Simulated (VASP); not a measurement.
The system is SnS.

```
CELL_PARAMETERS angstrom
11.20000 0.00000 0.00000
0.00000 3.98700 0.00000
0.00000 0.00000 4.33400
ATOMIC_POSITIONS crystal
Sn 0.11940 0.25000 0.11980
Sn 0.38060 0.75000 0.61980
Sn 0.61940 0.25000 0.38020
Sn 0.88060 0.75000 0.88020
S 0.85080 0.25000 0.47930
S 0.64920 0.75000 0.97930
S 0.35080 0.25000 0.02070
S 0.14920 0.75000 0.52070
```

* Program: VASP 6.6.1
* Task: relaxation of cell and atoms
* Functional: PBEsol
* Potentials or basis: VASP PAW PBE potentials, release 64 (Sn_d, S)
* Cutoff: 600 eV
* k mesh: 4 × 8 × 6
* Occupations: gaussian, width 0.03 eV
* Spin: no spin polarisation

At the start: pressure -0.8 GPa; volume 24.19 Å³/atom.

Problem. Where does the relaxation end?

Solution. Over 17 steps the energy falls by 3.3 meV/atom and the volume is 23.42 Å³/atom (-3.2 %); space group Pnma (No. 62, to 0.05 Å).

Step by step:
```csv
step,energy change (eV),largest force (eV/Å),pressure (GPa),volume (Å³)
1,0.0000,0.0741,-0.79,193.53
2,-0.0097,0.1417,0.13,190.21
3,-0.0097,0.1445,0.17,190.10
4,-0.0166,0.0946,0.11,189.32
5,-0.0225,0.0337,0.02,187.85
6,-0.0226,0.0383,0.03,187.65
7,-0.0247,0.0292,-0.04,187.49
8,-0.0246,0.0292,-0.03,187.48
9,-0.0254,0.0155,0.05,187.24
10,-0.0255,0.0152,0.09,187.09
11,-0.0257,0.0241,-0.09,187.58
12,-0.0258,0.0208,-0.02,187.43
13,-0.0258,0.0204,-0.05,187.45
14,-0.0259,0.0183,-0.02,187.43
15,-0.0260,0.0166,-0.01,187.41
16,-0.0262,0.0091,0.02,187.33
17,-0.0262,0.0094,-0.01,187.35
```

Final structure:
```yaml
crystal:
  lattice:
    - [11.08297, 0.00000, 0.00000]
    - [0.00000, 3.98446, 0.00000]
    - [0.00000, 0.00000, 4.24249]
  atoms:
    - { symbol: Sn, position: [0.11831, 0.25000, 0.11342] }
    - { symbol: Sn, position: [0.38169, 0.75000, 0.61342] }
    - { symbol: Sn, position: [0.61831, 0.25000, 0.38658] }
    - { symbol: Sn, position: [0.88169, 0.75000, 0.88658] }
    - { symbol: S, position: [0.85349, 0.25000, 0.47308] }
    - { symbol: S, position: [0.64651, 0.75000, 0.97308] }
    - { symbol: S, position: [0.35349, 0.25000, 0.02692] }
    - { symbol: S, position: [0.14651, 0.75000, 0.52692] }
```

Caveat: the PAW data sets were made with another functional, which shifts forces and pressure a little.
